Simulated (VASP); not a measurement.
A run of VASP 6.6.1 is set up as follows.

POSCAR

```
LiSe2
1.0
    4.0338200000      0.0000000000      0.0000000000
   -2.0169100000      3.4933900000      0.0000000000
    0.0000000000      0.0000000000      3.9562200000
Li Se
1 2
Direct
    0.0000000000      0.0000000000      0.5000000000
    0.3333300000      0.6666700000      0.7664300000
    0.6666700000      0.3333300000      0.2335700000
```

The input INCAR.step1:

```
PREC = Accurate
ENCUT = 520
EDIFF = 1E-5
ISMEAR = 0
SIGMA = 0.05
LREAL = False
LASPH = True
NELM = 80
ALGO = Normal
ISIF = 2
LWAVE = True
LCHARG = False
ISPIN = 2
MAGMOM = 0.5 0 0
LORBIT = 11
GGA = PE
```

Contents of INCAR.step2:

```
PREC = Accurate
ENCUT = 520
EDIFF = 1E-6
ISMEAR = 0
SIGMA = 0.05
LREAL = False
LASPH = True
NELM = 80
ALGO = Normal
ISIF = 2
LWAVE = False
LCHARG = False
ISPIN = 2
MAGMOM = 0.5 0 0
LORBIT = 11
GGA = PE
LHFCALC = True
HFSCREEN = 0.3
PRECFOCK = Fast
LHYPERFINE = True
ISTART = 1
```

The input KPOINTS:

```
regular mesh
0
Gamma
  4 4 4
```

Potentials or basis: VASP PAW PBE potentials, release 64 (Li_sv, Se).

Command:

```console
$ cat potpaw_PBE.64/Li_sv/POTCAR potpaw_PBE.64/Se/POTCAR > POTCAR
$ cp INCAR.step1 INCAR
$ mpirun -np 1 vasp_std > vasp.out
$ cp INCAR.step2 INCAR
$ mpirun -np 1 vasp_std > vasp.out
```

**Question.** What does it give for the net moment?

**Answer.** 0.00 μB per cell.

**Question.** What does it give for the band gap on the k mesh?

**Answer.** None (metal or under the smearing width).

**Question.** What does it give for the largest force?

**Answer.** 0.060 eV/Å.

Forces in eV/Å, atoms in the order of the input:
```
Li   0.000  0.000  0.000
Se   0.000  0.000 -0.060
Se   0.000  0.000  0.060
```

Caveat: the k mesh is coarse (spacing up to 0.45 Å⁻¹), so the values aren't converged, least of all with exact exchange; the PAW data sets were made with another functional, which shifts forces and pressure a little.
